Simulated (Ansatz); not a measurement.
YN:

```
Y N
1.0
     0.00000    2.43850    2.43850
     2.43850    0.00000    2.43850
     2.43850    2.43850    0.00000
Y N
1 1
Cartesian
  0.0000 0.0000 0.0000
  2.4385 2.4385 2.4385
```

Base run:

| Property | Result |
| --- | --- |
| Program | Ansatz 0.2.0 |
| Functional | HSE06 |
| Potentials or basis | Ansatz PAW |
| Cutoff | 420 eV |
| Density cutoff | 1680 eV |
| k mesh | 6 × 6 × 6 |
| Occupations | fermi-dirac, width 0.05 eV |
| Spin | no spin polarisation |

Its results: band gap on the k mesh 1.07 eV, indirect (least direct gap 1.53 eV).

Q: After a change of settings the same cell gave: band gap on the k mesh 1.74 eV, indirect (least direct gap 2.20 eV). Which change was it?
A. functional from HSE06 to r2SCAN; cutoff from 420 eV to 500 eV; density cutoff from 1680 eV to 2000 eV; k mesh from 6 × 6 × 6 to 9 × 9 × 9
B. functional from HSE06 to PBEsol; k mesh from 6 × 6 × 6 to 9 × 9 × 9
C. functional from HSE06 to PBE0
D. functional from HSE06 to LDA; k mesh from 6 × 6 × 6 to 9 × 9 × 9

A: C.

Not every run made on this cell is shown here.
